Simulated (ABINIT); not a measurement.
The system is KTaO3.

```
CELL_PARAMETERS angstrom
3.98830 0.00000 0.00000
0.00000 3.98830 0.00000
0.00000 0.00000 3.98830
ATOMIC_POSITIONS crystal
Ta 0.00000 0.00000 0.00000
K 0.50000 0.50000 0.50000
O 0.00000 0.00000 0.50000
O 0.00000 0.50000 0.00000
O 0.50000 0.00000 0.00000
```

Base run:

```yaml
Program: ABINIT 10.8.3 (patched build)
Functional: AM05
Potentials_or_basis: JTH PAW PBE v2.0
Cutoff: 626 eV
k_mesh: 7 × 7 × 7
Occupations: fermi-dirac, width 0.05 eV
Spin: no spin polarisation
```

Its results: band gap on the k mesh 2.15 eV, indirect (least direct gap 2.71 eV); pressure 0.6 GPa.

Problem. After a change of settings the same cell gave: band gap on the k mesh 2.29 eV, indirect (least direct gap 2.84 eV); pressure 5.5 GPa. Which change was it?
A. functional from AM05 to HCTH407
B. functional from AM05 to PBEsol; k mesh from 7 × 7 × 7 to 4 × 4 × 4
C. functional from AM05 to revPBE
D. functional from AM05 to WC

Solution. A.

Caveats: the PAW data sets were made with another functional, which shifts forces and pressure a little; spin-orbit coupling is left out, which moves the levels of the heavy elements.

Not every run made on this cell is shown here.
